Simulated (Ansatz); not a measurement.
BP3: from a trial structure to a relaxed crystal

The calculation used Ansatz 0.2.0, DFT PBE, scalar-relativistic, plane waves, PAW. Cutoff 420 eV, Γ-centred k mesh, Gaussian smearing, no spin polarisation in the final step.

The start is a random cell of BP3 with space group Aem2 (No. 39), drawn with lower limits on the distances.

```
B P
1.0
     5.84242    0.00000    0.00000
     0.00000    3.88928    3.25763
     0.00000   -3.88928    3.25763
B P
2 6
Direct
  0.00000 0.50000 0.00000
  0.00000 0.00000 0.50000
  0.78676 0.23162 0.01838
  0.78676 0.51838 0.73162
  0.21324 0.73162 0.51838
  0.21324 0.01838 0.23162
  0.00981 0.25000 0.75000
  0.99019 0.75000 0.25000
```

Cell and atoms relax at zero pressure; the relaxation can't lower the symmetry of the start. After a coarse first stage the cell is made exact in the group found at 0.06 Å.

Energies over the elements count from the elements' standard structures at the same level, with no empirical corrections.

**Question.** Which crystal results?

**Answer.** It keeps Aem2 (No. 39). Conventional cell: a = 7.044 Å, b = 9.684 Å, c = 6.976 Å. Around B lie 4 P at 1.86–1.97 Å; P on Wyckoff site d (4 atoms of the primitive cell) is coordinated by 1 B at 1.97 Å and 2 P at 2.17–2.27 Å; P on Wyckoff site c (2 atoms of the primitive cell) has 2 B at 1.86–1.87 Å and 2 P at 2.17 Å.

```cif
data_structure
_symmetry_space_group_name_H-M 'Aem2'
_symmetry_Int_Tables_number 39
_cell_length_a 7.0442
_cell_length_b 9.6844
_cell_length_c 6.9763
_cell_angle_alpha 90.000
_cell_angle_beta 90.000
_cell_angle_gamma 90.000
_cell_volume 475.92
loop_
_atom_site_label
_atom_site_type_symbol
_atom_site_symmetry_multiplicity
_atom_site_Wyckoff_symbol
_atom_site_fract_x
_atom_site_fract_y
_atom_site_fract_z
_atom_site_occupancy
B1 B 4 c 0.91704 0.25000 0.25800 1
P1 P 8 d 0.73034 0.63302 0.62460 1
P2 P 4 c 0.95915 0.75000 0.49280 1
```

**Question.** What are its volume, energy, density and gap?

**Answer.** The volume per atom is 29.7 Å³ and the density is 1.4 g/cm³. The energy over the elements is 0.400 eV/atom. The gap on the 4×6×6 mesh is 2.14 eV.

The final run used a 4×6×6 mesh on its 8-atom cell and 0.02 eV smearing. Weakly bound directions are ill-defined at this level, which has no dispersion term. Symmetry constrained the relaxation, so the result can be a saddle point. The steps took roughly 6 core-minutes in all.